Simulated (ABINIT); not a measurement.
# Ta2C (P-3m1) in ABINIT: settings compared

Aim: see how the results for Ta2C move with the level of theory and the settings. Levels: PBEsol, LDA. Tasks: single point.

Everything below comes from runs of ABINIT 10.8.3 (patched build). Logs are shortened: lines on timing, memory, paths and dates and some standing lists are left out, and cuts for length are marked. The log counts tension as positive stress, the text compression.

### 1 The crystal as given

Symmetry: P-3m1, No. 164, trigonal system. The conventional cell has a = 3.106 Å, b = 3.106 Å, c = 4.946 Å, α = 90.00°, β = 90.00°, γ = 120.00°. Ta (site symmetry 3m) has 3 C at 2.18 Å as nearest neighbours. Around C (site symmetry -3m) lie 6 Ta at 2.18 Å.

### 2 Single point, PBEsol

The input, run.abi:

```
pp_dirpath "./"
pseudos "Ta.upf, C.upf"

acell 3*1.0 Angstrom
rprim
     3.1059000000     0.0000000000     0.0000000000
    -1.5529500000     2.6897883016     0.0000000000
     0.0000000000     0.0000000000     4.9464000000
ntypat 2
znucl 73 6
natom 3
typat 1 1 2
xred
     0.6666666667     0.3333333333     0.7479900000
     0.3333333333     0.6666666667     0.2520100000
     0.0000000000     0.0000000000     0.0000000000

ecut 37.0

kptopt 1
ngkpt 8 8 4
nshiftk 1
shiftk 0.0 0.0 0.0

ixc -116133

nband 19
occopt 3
tsmear 0.00183747

nstep 100
tolvrs 1.0e-10

iomode 3
prtwf 0
prtden 0
prteig 0
prtebands 0
enunit 1
```

Potentials or basis: PseudoDojo NC SR PBEsol v0.4.1 standard.

Started as:

```sh
$ abinit run.abi > log 2>&1
```

run.abo:

```text
.Version 10.8.3 of ABINIT
 Symmetries : space group P-3 m 1 (#164); Bravais hP (primitive hexag.)
================================================================================
 Values of the parameters that define the memory need of the present run
     intxc =       0    ionmov =       0      iscf =       7    lmnmax =       8
     lnmax =       8     mgfft =      54  mpssoang =       4    mqgrid =    3001
     natom =       3  nloc_mem =       1    nspden =       1   nspinor =       1
    nsppol =       1      nsym =      12    n1xccc =    2501    ntypat =       2
    occopt =       3   xclevel =       2
       mpw =        3018          nfft =       69984          nkpt =          35
================================================================================
================================================================================

--------------------------------------------------------------------------------
------------- Echo of variables that govern the present computation ------------
--------------------------------------------------------------------------------
 -outvars: echo values of preprocessed input variables --------
            acell      1.8897261259E+00  1.8897261259E+00  1.8897261259E+00 Bohr
              amu      1.80947900E+02  1.20110000E+01
             ecut      3.70000000E+01 Hartree
           enunit           1
              ixc     -116133
         kptrlatt        8    0    0      0    8    0      0    0    4
          kptrlen      3.73893652E+01
            natom           3
            nband          19
            ngfft          36      36      54
             nkpt          35
            nstep         100
             nsym          12
           ntypat           2
           occopt           3
           prtden           0
        prtebands           0
           prteig           0
            prtwf           0
            rprim      3.1059000000E+00  0.0000000000E+00  0.0000000000E+00
                      -1.5529500000E+00  2.6897883016E+00  0.0000000000E+00
                       0.0000000000E+00  0.0000000000E+00  4.9464000000E+00
          spgroup         164
           tolvrs      1.00000000E-10
           tsmear      1.83747000E-03 Hartree
            typat      1  1  2
           xangst      1.5529500000E+00  8.9659610053E-01  3.6998577360E+00
                       1.3184603497E-17  1.7931922011E+00  1.2465422640E+00
                       0.0000000000E+00  0.0000000000E+00  0.0000000000E+00
            xcart      2.9346501872E+00  1.6943210756E+00  6.9917178259E+00
                       2.4915289689E-17  3.3886421511E+00  2.3556234833E+00
                       0.0000000000E+00  0.0000000000E+00  0.0000000000E+00
             xred      6.6666666667E-01  3.3333333333E-01  7.4799000000E-01
                       3.3333333333E-01  6.6666666667E-01  2.5201000000E-01
                       0.0000000000E+00  0.0000000000E+00  0.0000000000E+00
            znucl       73.00000    6.00000

================================================================================

 chkinp: Checking input parameters for consistency.

================================================================================
== DATASET  1 ==================================================================

--- !DatasetInfo
iteration_state: {dtset: 1, }
dimensions: {natom: 3, nkpt: 35, mband: 19, nsppol: 1, nspinor: 1, nspden: 1, mpw: 3018, }
cutoff_energies: {ecut:  37.0, pawecutdg:  -1.0, }
electrons: {nelect:   3.00000000E+01, charge:   0.00000000E+00, occopt:   3.00000000E+00, tsmear:   1.83747000E-03, }
meta: {optdriver: 0, ionmov: 0, optcell: 0, iscf: 7, paral_kgb: 0, }
...

 Real(R)+Recip(G) space primitive vectors, cartesian coordinates (Bohr,Bohr^-1):
 R(1)=  5.8693004  0.0000000  0.0000000  G(1)=  0.1703781  0.0983678  0.0000000
 R(2)= -2.9346502  5.0829632  0.0000000  G(2)=  0.0000000  0.1967356  0.0000000
 R(3)=  0.0000000  0.0000000  9.3473413  G(3)=  0.0000000  0.0000000  0.1069823
 Unit cell volume ucvol=  2.7886333E+02 bohr^3
 Angles (23,13,12)=  9.00000000E+01  9.00000000E+01  1.20000000E+02 degrees

 getcut: wavevector=  0.0000  0.0000  0.0000  ngfft=  36  36  54
         ecut(hartree)=     37.000   => boxcut(ratio)=   2.10979

--- Pseudopotential description ------------------------------------------------
- pspini: atom type   1  psp file is ./Ta.upf
12 -116133 3 -1 1432                          pspcod,pspxc,lmax,lloc,mmax
     nproj     2     2     2     2

- pspini: atom type   2  psp file is ./C.upf
12 -116133 1 -1 1248                          pspcod,pspxc,lmax,lloc,mmax
     nproj     2     2     0     0

   1.43294114E+03                                ecore*ucvol(ha*bohr**3)
--------------------------------------------------------------------------------

================================================================================

--- !BeginCycle
iteration_state: {dtset: 1, }
solver: {iscf: 7, nstep: 100, nline: 4, wfoptalg: 0, }
tolerances: {tolvrs: 1.00E-10, }
...

     iter   Etot(hartree)      deltaE(h)  residm     vres2
 ETOT  1  -136.00271509971    -1.360E+02 8.282E-02 1.525E+03
 ETOT  2  -136.04888508387    -4.617E-02 1.970E-02 1.608E+03
 ETOT  3  -136.24066443161    -1.918E-01 6.759E-03 5.540E+00
 ETOT  4  -136.24134136205    -6.769E-04 2.857E-03 3.600E-02
 ETOT  5  -136.24134513296    -3.771E-06 9.513E-04 2.188E-02
 ETOT  6  -136.24134935934    -4.226E-06 2.080E-03 3.704E-04
 ETOT  7  -136.24134939378    -3.444E-08 7.884E-04 5.424E-07
 ETOT  8  -136.24134939403    -2.480E-10 1.396E-03 8.842E-07
 ETOT  9  -136.24134939416    -1.277E-10 5.305E-04 8.034E-09
 ETOT 10  -136.24134939416    -7.105E-13 6.286E-04 2.415E-10
 ETOT 11  -136.24134939416    -1.791E-12 3.345E-04 1.376E-12

 At SCF step   11       vres2   =  1.38E-12 < tolvrs=  1.00E-10 =>converged.

 Cartesian components of stress tensor (hartree/bohr^3)
  sigma(1 1)=  1.01096943E-04  sigma(3 2)=  0.00000000E+00
  sigma(2 2)=  1.01096943E-04  sigma(3 1)=  0.00000000E+00
  sigma(3 3)=  1.16269459E-04  sigma(2 1)=  0.00000000E+00

--- !ResultsGS
iteration_state: {dtset: 1, }
comment   : Summary of ground state results
lattice_vectors:
- [  5.8693004,   0.0000000,   0.0000000, ]
- [ -2.9346502,   5.0829632,   0.0000000, ]
- [  0.0000000,   0.0000000,   9.3473413, ]
lattice_lengths: [   5.86930,    5.86930,    9.34734, ]
lattice_angles: [ 90.000,  90.000, 120.000, ] # degrees, (23, 13, 12)
lattice_volume:   2.7886333E+02
convergence: {deltae: -1.791E-12, res2:  1.376E-12, residm:  3.345E-04, diffor: null, }
etotal    :  -1.36241349E+02
entropy   :   0.00000000E+00
fermie    :   4.98882728E-01
cartesian_stress_tensor: # hartree/bohr^3
- [  1.01096943E-04,   0.00000000E+00,   0.00000000E+00, ]
- [  0.00000000E+00,   1.01096943E-04,   0.00000000E+00, ]
- [  0.00000000E+00,   0.00000000E+00,   1.16269459E-04, ]
pressure_GPa:  -3.1232E+00
xred      :
- [  6.6667E-01,   3.3333E-01,   7.4799E-01, Ta]
- [  3.3333E-01,   6.6667E-01,   2.5201E-01, Ta]
- [  0.0000E+00,   0.0000E+00,   0.0000E+00,  C]
cartesian_forces: # hartree/bohr
- [ -5.35228942E-29,  -1.45678299E-28,  -8.67970880E-04, ]
- [  6.11690219E-29,   1.32434817E-28,   8.67970880E-04, ]
- [ -7.64612774E-30,   1.32434817E-29,  -0.00000000E+00, ]
force_length_stats: {min:   1.52922555E-29, max:   8.67970880E-04, mean:   5.78647253E-04, }
...

 Integrated electronic density in atomic spheres:
 ------------------------------------------------
 Atom  Sphere_radius  Integrated_density
    1        2.00000          9.21943517
    2        2.00000          9.21943517
    3        2.00000          4.13083212
================================================================================

 ----iterations are completed or convergence reached----

 Mean square residual over all n,k,spin=   20.501E-07; max=  33.454E-05
 reduced coordinates (array xred) for    3 atoms
       0.666666666667      0.333333333333      0.747990000000
       0.333333333333      0.666666666667      0.252010000000
       0.000000000000      0.000000000000      0.000000000000
 rms dE/dt=  3.8246E-03; max dE/dt=  8.1132E-03; dE/dt below (all hartree)
    1       0.000000000000      0.000000000000      0.008113220064
    2      -0.000000000000     -0.000000000000     -0.008113220064
    3       0.000000000000      0.000000000000      0.000000000000

 cartesian coordinates (angstrom) at end:
    1      1.55295000000000     0.89659610053333     3.69985773600000
    2      0.00000000000000     1.79319220106667     1.24654226400000
    3      0.00000000000000     0.00000000000000     0.00000000000000

 cartesian forces (hartree/bohr) at end:
    1     -0.00000000000000    -0.00000000000000    -0.00086797088024
    2      0.00000000000000     0.00000000000000     0.00086797088024
    3     -0.00000000000000     0.00000000000000    -0.00000000000000
 frms,max,avg= 4.0916540E-04 8.6797088E-04   0.000E+00  0.000E+00  0.000E+00 h/b

 cartesian forces (eV/Angstrom) at end:
    1     -0.00000000000000    -0.00000000000000    -0.04463285720151
    2      0.00000000000000     0.00000000000000     0.04463285720151
    3     -0.00000000000000     0.00000000000000    -0.00000000000000
 frms,max,avg= 2.1040131E-02 4.4632857E-02   0.000E+00  0.000E+00  0.000E+00 e/A
 length scales=  1.889726125908  1.889726125908  1.889726125908 bohr
              =  1.000000000000  1.000000000000  1.000000000000 angstroms
 Fermi (or HOMO) energy (eV) =  13.57529   Average Vxc (eV)= -13.35338
 Eigenvalues (   eV  ) for nkpt=  35  k points:
 kpt#   1, nband= 19, wtk=  0.00391, kpt=  0.0000  0.0000  0.0000 (reduced coord)
 -54.29737  -54.23003  -21.25924  -20.57554  -20.57554  -20.46456  -20.46456  -20.38356
   0.56400    6.68640    9.92731    9.92731   10.50103   13.50860   14.03417   14.03417
  14.65797   14.65797   15.90522
 prteigrs : prtvol=0 or 1, do not print more k-points.

--- !EnergyTerms
iteration_state     : {dtset: 1, }
comment             : Components of total free energy in Hartree
kinetic             :  3.82582981473366E+01
hartree             :  1.57797967135628E+01
xc                  : -3.15489748156941E+01
Ewald energy        : -1.04297572759554E+02
psp_core            :  5.13850694889273E+00
local_psp           : -6.84655575959539E+01
non_local_psp       :  8.89445173075327E+00
internal            : -1.36241051630656E+02
'-kT*entropy'       : -2.97763503177223E-04
total_energy        : -1.36241349394160E+02
total_energy_eV     : -3.70731598103813E+03
band_energy         : -1.24956068148042E+01
...

 Cartesian components of stress tensor (hartree/bohr^3)
  sigma(1 1)=  1.01096943E-04  sigma(3 2)=  0.00000000E+00
  sigma(2 2)=  1.01096943E-04  sigma(3 1)=  0.00000000E+00
  sigma(3 3)=  1.16269459E-04  sigma(2 1)=  0.00000000E+00

-Cartesian components of stress tensor (GPa)         [Pressure= -3.1232E+00 GPa]
- sigma(1 1)=  2.97437474E+00  sigma(3 2)=  0.00000000E+00
- sigma(2 2)=  2.97437475E+00  sigma(3 1)=  0.00000000E+00
- sigma(3 3)=  3.42076558E+00  sigma(2 1)=  0.00000000E+00

== END DATASET(S) ==============================================================
================================================================================

 -outvars: echo values of variables after computation  --------
            acell      1.8897261259E+00  1.8897261259E+00  1.8897261259E+00 Bohr
           etotal     -1.3624134939E+02
            fcart     -5.3522894154E-29 -1.4567829893E-28 -8.6797088024E-04
                       6.1169021891E-29  1.3243481721E-28  8.6797088024E-04
                      -7.6461277363E-30  1.3243481721E-29 -0.0000000000E+00
            rprim      3.1059000000E+00  0.0000000000E+00  0.0000000000E+00
                      -1.5529500000E+00  2.6897883016E+00  0.0000000000E+00
                       0.0000000000E+00  0.0000000000E+00  4.9464000000E+00
           strten      1.0109694259E-04  1.0109694278E-04  1.1626945867E-04
                       0.0000000000E+00  0.0000000000E+00  0.0000000000E+00
           xangst      1.5529500000E+00  8.9659610053E-01  3.6998577360E+00
                       1.3184603497E-17  1.7931922011E+00  1.2465422640E+00
                       0.0000000000E+00  0.0000000000E+00  0.0000000000E+00
             xred      6.6666666667E-01  3.3333333333E-01  7.4799000000E-01
                       3.3333333333E-01  6.6666666667E-01  2.5201000000E-01
                       0.0000000000E+00  0.0000000000E+00  0.0000000000E+00
 Calculation completed.
```

Run time: 84 s. Hardware: 1 thread of Arm Neoverse V1, shared host; peak memory 0.1 GiB.

What came out:

| Item | Value |
| --- | --- |
| Free energy | -3707.3160 eV |
| Pressure | -3.1 GPa |
| Largest force | 0.045 eV/Å |
| Band gap on the k mesh | none (metal or under the smearing width) |
| Valence electrons inside the program's atomic spheres | Ta 9.22; C 4.13 |

Forces in eV/Å, atoms in the order of the input:
```
Ta   0.000  0.000 -0.045
Ta   0.000  0.000  0.045
C    0.000  0.000  0.000
```

Spin-orbit coupling is left out, which matters for the levels of Ta.

### 3 Single point, LDA

Edit run.abi of step 2 so:

```diff
@@ -17,3 +17,3 @@
 
-ecut 37.0
+ecut 31.0
 
@@ -24,3 +24,3 @@
 
-ixc -116133
+ixc 7
 
@@ -28,3 +28,3 @@
 occopt 3
-tsmear 0.00183747
+tsmear 0.05 eV
 
@@ -35,5 +35,9 @@
 prtwf 0
-prtden 0
 prteig 0
 prtebands 0
-enunit 1
+enunit 2
+prtden 1
+prtvha 1
+prtvclmb 1
+prtpot 1
+prtelf 1
```

Potentials or basis: PseudoDojo NC SR LDA v0.4.1 standard.

Started as:

```sh
$ abinit run.abi > log 2>&1
```

Wall time 59 s (1 thread of AMD EPYC (Zen 3), shared host); peak memory 0.08 GiB.

Results (log left out):

```
Free energy                                           : -3712.4730 eV
Largest force                                         : 0.139 eV/Å
Band gap on the k mesh                                : none (metal or under the smearing width)
Valence electrons inside the program's atomic spheres : Ta 9.25; C 4.14
```

Forces in eV/Å, atoms in the order of the input:
```
Ta   0.000  0.000  0.139
Ta   0.000  0.000 -0.139
C    0.000  0.000  0.000
```

Levels at points of the mesh, in eV from the Fermi level:
```csv
k point,band 13,band 14,band 15,band 16,band 17,band 18
"(0.00, 0.00, 0.00)",-2.96,-0.07,0.45,0.45,1.07,1.07
"(0.50, 0.00, 0.00)",-3.71,-1.78,-0.28,3.24,3.37,4.57
"(0.00, 0.00, 0.50)",-1.80,-1.59,-0.33,-0.33,2.88,2.89
"(0.50, 0.00, 0.50)",-2.54,-1.13,-1.00,1.51,1.51,4.20
```

Caveat: the cutoff is too short for stress, so the log's stress isn't used. Spin-orbit coupling is left out, which matters for the levels of Ta.

### 4 Single point, PBEsol

The input, run.abi:

```
pp_dirpath "./"
pseudos "Ta.upf, C.upf"

acell 3*1.0
rprim
     5.8693003705     0.0000000000     0.0000000000
    -2.9346501852     5.0829632232     0.0000000000
     0.0000000000     0.0000000000     9.3473413028
ntypat 2
znucl 73 6
natom 3
typat 1 1 2
xred
     0.6666666667     0.3333333333     0.7479900000
     0.3333333333     0.6666666667     0.2520100000
     0.0000000000     0.0000000000     0.0000000000

ecut 37.0

kptopt 1
ngkpt 8 8 4
nshiftk 1
shiftk 0.0 0.0 0.0

ixc -116133

nband 19
occopt 3
tsmear 0.00183747

nstep 100
tolvrs 1.0e-10

iomode 3
prtwf 0
prtden 0
prteig 0
prtebands 0
```

Potentials or basis: PseudoDojo NC SR PBEsol v0.4.1 standard.

Started as:

```sh
$ abinit run.abi > log 2>&1
```

Wall time 1.9 min (1 thread of AMD EPYC (Zen 3), shared host); peak memory 0.1 GiB.

It converged, with:

```
Free energy                                           : -3707.3160 eV
Pressure                                              : -3.1 GPa
Largest force                                         : 0.045 eV/Å
Band gap on the k mesh                                : none (metal or under the smearing width)
Valence electrons inside the program's atomic spheres : Ta 9.22; C 4.13
```

Forces in eV/Å, atoms in the order of the input:
```
Ta   0.000  0.000 -0.045
Ta   0.000  0.000  0.045
C    0.000  0.000  0.000
```

Stress tensor (GPa, compression positive):
```
-2.97  0.00  0.00
 0.00 -2.97  0.00
 0.00  0.00 -3.42
```

Levels at points of the mesh, in eV from the Fermi level:
```csv
k point,band 11,band 12,band 13,band 14,band 15,band 16,band 17,band 18,band 19
"(0.00, 0.00, 0.00)",-3.65,-3.65,-3.07,-0.07,0.46,0.46,1.08,1.08,2.33
"(0.50, 0.00, 0.00)",-4.38,-4.04,-3.75,-1.84,-0.32,3.26,3.39,4.58,5.12
"(0.00, 0.00, 0.50)",-3.89,-3.89,-1.83,-1.63,-0.32,-0.32,2.88,2.89,3.42
"(0.50, 0.00, 0.50)",-4.64,-3.62,-2.58,-1.21,-1.05,1.50,1.52,4.24,4.84
```

Spin-orbit coupling is left out, which matters for the levels of Ta.

### 5 Single point, LDA

Edit run.abi of step 4 so:

```diff
@@ -1 +1,2 @@
+# Pseudopotentials
 pp_dirpath "./"
@@ -3,2 +4,3 @@
 
+# Structure
 acell 3*1.0
@@ -17,4 +19,6 @@
 
-ecut 37.0
+# Plane-wave basis
+ecut 31.0
 
+# k points
 kptopt 1
@@ -24,4 +28,6 @@
 
-ixc -116133
+# Exchange and correlation
+ixc 7
 
+# Bands and occupations
 nband 19
@@ -30,2 +36,3 @@
 
+# SCF cycle
 nstep 100
@@ -33,2 +40,3 @@
 
+# Output
 iomode 3
```

Potentials or basis: PseudoDojo NC SR LDA v0.4.1 standard.

Started as:

```sh
$ abinit run.abi > log 2>&1
```

Wall time 51 s (1 thread of Arm Neoverse V1, shared host); peak memory 0.08 GiB.

It converged, with:

```
Free energy                                           : -3712.4730 eV
Largest force                                         : 0.139 eV/Å
Band gap on the k mesh                                : none (metal or under the smearing width)
Valence electrons inside the program's atomic spheres : Ta 9.25; C 4.14
```

Forces on the atoms (eV/Å):
```
Ta   0.000  0.000  0.139
Ta   0.000  0.000 -0.139
C    0.000  0.000  0.000
```

Levels at points of the mesh, in eV from the Fermi level:
| k point | band 13 | band 14 | band 15 | band 16 | band 17 | band 18 |
| --- | --- | --- | --- | --- | --- | --- |
| (0.00, 0.00, 0.00) | -2.96 | -0.07 | 0.45 | 0.45 | 1.07 | 1.07 |
| (0.50, 0.00, 0.00) | -3.71 | -1.78 | -0.28 | 3.24 | 3.37 | 4.57 |
| (0.00, 0.00, 0.50) | -1.80 | -1.59 | -0.33 | -0.33 | 2.88 | 2.89 |
| (0.50, 0.00, 0.50) | -2.54 | -1.13 | -1.00 | 1.51 | 1.51 | 4.20 |

Caveat: the cutoff is too short for stress, so the log's stress isn't used. Spin-orbit coupling is left out, which matters for the levels of Ta.
